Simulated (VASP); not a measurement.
Wanted: the native input for a VASP 6.6.1 run.

- Task: single point
- Functional: PBE
- Potentials or basis: VASP PAW PBE potentials, release 64 (O, C, H)
- Cutoff: 520 eV
- k mesh: 1 × 1 × 1
- Occupations: fermi-dirac, width 0.02 eV
- Spin: no spin polarisation
- Dipole correction: no
- Further INCAR settings: LREAL = Auto; ALGO = Normal; EDIFF = 1e-07; NBANDS = 98

The structure of H2CO2 lies in POSCAR:

```
H2CO2
1.0
    8.2150030000      0.0000000000      0.0000000000
    0.0000000000      8.2150030000      0.0000000000
    0.0000000000      0.0000000000      8.2150030000
O C H
16 8 16
Direct
    0.2311745960     -0.1088983169      0.3571027302
    0.2686548015      0.1470723748      0.4537673328
    0.1156055573      0.7376503697      0.8063782813
    0.3660376022      0.5995006940      0.8243332352
    0.7030307840      0.7267313232      0.5921117740
    0.9237123833      0.8429455230      0.4735116956
    0.2204624880      0.4059888962      0.1750577571
    0.4849054833      0.3330978698      0.1539378622
    0.8865121534      0.0122824057      0.8937549992
    1.0901639354      0.1349603889      1.0209734555
    0.4777113289      0.0892269912      0.8442114994
    0.6269504710      0.2659524287      0.6934264053
    0.8145340909      0.4943881335      0.1041387325
    0.6386242342      0.7101884199      0.1538891708
    0.8329881316      0.3502615885      0.4552767662
    0.9506874191      0.4896894134      0.6562261754
    0.3136578282      0.0267802702      0.3840169018
    0.2832013573      0.7238585305      0.8382833214
    0.7808883332      0.8485693797      0.5127082729
    0.3817649245      0.4328056849      0.1863298163
    0.9474372681      0.1413511352      0.9705291647
    0.4985269025      0.2013754590      0.7345584658
    0.7347410585      0.6278756076      0.0770906596
    0.9629941705      0.4156176206      0.5241750977
    0.1098356264     -0.0946682551      0.4004015580
    0.4367862069      0.0241631074      0.3432256811
    0.0709677160      0.6312231414      0.7576625352
    0.3339986607      0.8436272026      0.8846375345
    0.7848079909      0.6442602638      0.6290198555
    0.6968104576      0.9488736644      0.4889955609
    0.2142421616      0.2982226543      0.1142543709
    0.4151063609      0.5573582870      0.2390139115
    0.9780276404     -0.0586731374      0.8808882967
    0.8625438116      0.2477540179      0.9890562426
    0.5803771465      0.0557273077      0.9069381959
    0.3823370484      0.2508580946      0.6767617736
    0.8115760883      0.4674496163      0.2211806861
    0.7616552301      0.6693971992     -0.0507120935
    0.7387702719      0.3462932393      0.5248202587
    1.0743027118      0.3988799517      0.4481434760
```

The cell was built by a generator and needn't be a form met in nature.

One way to write it, as run:

INCAR

```
PREC     = Accurate       # precision mode
ENCUT    = 520            # plane-wave cutoff, eV
EDIFF    = 1E-7           # SCF threshold, eV
ISMEAR   = -1             # smearing method
SIGMA    = 0.02           # smearing width, eV
LREAL    = Auto         
LASPH    = T              # aspherical terms in the spheres
NELM     = 80             # most SCF steps
ALGO     = Normal         # electronic algorithm
ISIF     = 2              # what is computed and relaxed
LWAVE    = F              # write WAVECAR
LCHARG   = F              # write CHGCAR
GGA      = PE             # functional
NBANDS   = 98             # bands
```

KPOINTS

```
Automatic mesh
0
Gamma
  1 1 1
```

Potentials or basis: VASP PAW PBE potentials, release 64 (O, C, H).

The run is started by

```bash
$ cat potpaw_PBE.64/O/POTCAR potpaw_PBE.64/C/POTCAR potpaw_PBE.64/H/POTCAR > POTCAR
$ mpirun -np 1 vasp_gam > vasp.out
```

Results of the run:

```yaml
Pressure: -0.4 GPa
Largest_force: 4.014 eV/Å
Band_gap_on_the_k_mesh: 3.78 eV, direct
```

Caveat: the standard files for N, O and F lose accuracy on very short bonds.

Wall time 3.2 min on 1 thread of AMD EPYC 7R43 64-Core Processor (Zen 3), on a shared host, peak memory 0.47 GiB.
